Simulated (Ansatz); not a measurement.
Bulk crystal (GePt) after relaxation:

```xyz
8
Lattice="5.7406 0.0000 0.0000 0.0000 3.7003 0.0000 0.0000 0.0000 6.0924" Properties=species:S:1:pos:R:3 pbc="T T T"
Ge    4.6795    2.7753    3.5825
Ge    1.0611    0.9251    2.5099
Ge    3.9314    0.9251    0.5363
Ge    1.8092    2.7753    5.5562
Pt    5.7363    2.7753    1.1646
Pt    0.0043    0.9251    4.9278
Pt    2.8746    0.9251    4.2108
Pt    2.8660    2.7753    1.8816
```

Miller indices refer to the conventional cell of Pnma (No. 62), a = 5.741 Å, b = 3.700 Å, c = 6.092 Å, α = 90.00°, β = 90.00°, γ = 90.00°.

Consider the (010) slab of 5 planes, 7.4 Å thick with 15 Å of vacuum as cut; outer planes GePt (top) and GePt (bottom), all atoms relaxed.

These are results of DFT PBEsol, scalar-relativistic, plane waves, PAW in Ansatz, not measurements. Cutoff 420 eV; k points 6×6×1 on the computed 20-atom cell (Γ-centred); Gaussian smearing, width 0.10 eV; no spin polarisation. The cell repeats along c with a dipole correction in the vacuum.

Question: Give the surface energy (mean of both faces).

Answer: 1.41 J/m².

Question: Estimate the work function.

Answer: 4.95 eV.

Question: The top two planes lie 1.850 Å apart in the bulk. How does relaxation change this?

Answer: The spacing becomes 1.767 Å (-4.5 %), and the top plane rumples by 0.280 Å.

Spin-orbit coupling is left out, which matters for the bands of heavy elements.